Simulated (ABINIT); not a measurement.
Crystal: I.

```
I
1.0
     0.00000    2.36560    3.90984
     2.19225    0.00000    3.90984
     2.19225    2.36560    0.00000
I
1
Cartesian
  0.0000 0.0000 0.0000
```

Base run:

```yaml
Program: ABINIT 10.8.3 (patched build)
Functional: PW91
Potentials_or_basis: JTH PAW PBE v2.0
Cutoff: 408 eV
k_mesh: 9 × 9 × 9
Occupations: fermi-dirac, width 0.05 eV
Spin: no spin polarisation
```

Its results: band gap on the k mesh none (metal or under the smearing width); pressure 0.4 GPa.

Task: After a change of settings the same cell gave: band gap on the k mesh none (metal or under the smearing width); pressure 3.1 GPa. Which change was it?
A. functional from PW91 to LDA; potentials or basis from JTH PAW PBE v2.0 to JTH PAW LDA v2.0
B. functional from PW91 to PBEsol; potentials or basis from JTH PAW PBE v2.0 to PseudoDojo NC SR PBEsol v0.4.1 standard; cutoff from 408 eV to 952 eV
C. functional from PW91 to BLYP

Result: C.

BLYP binds less tightly than PW91, so the same cell stands under more pressure.

Caveats: the PAW data sets were made with another functional, which shifts forces and pressure a little; spin-orbit coupling is left out, which moves the levels of the heavy elements; an odd number of electrons without spin polarisation forces a metal; a magnetic or distorted state may lie lower.

Runs at the PBE level aren't shown here.
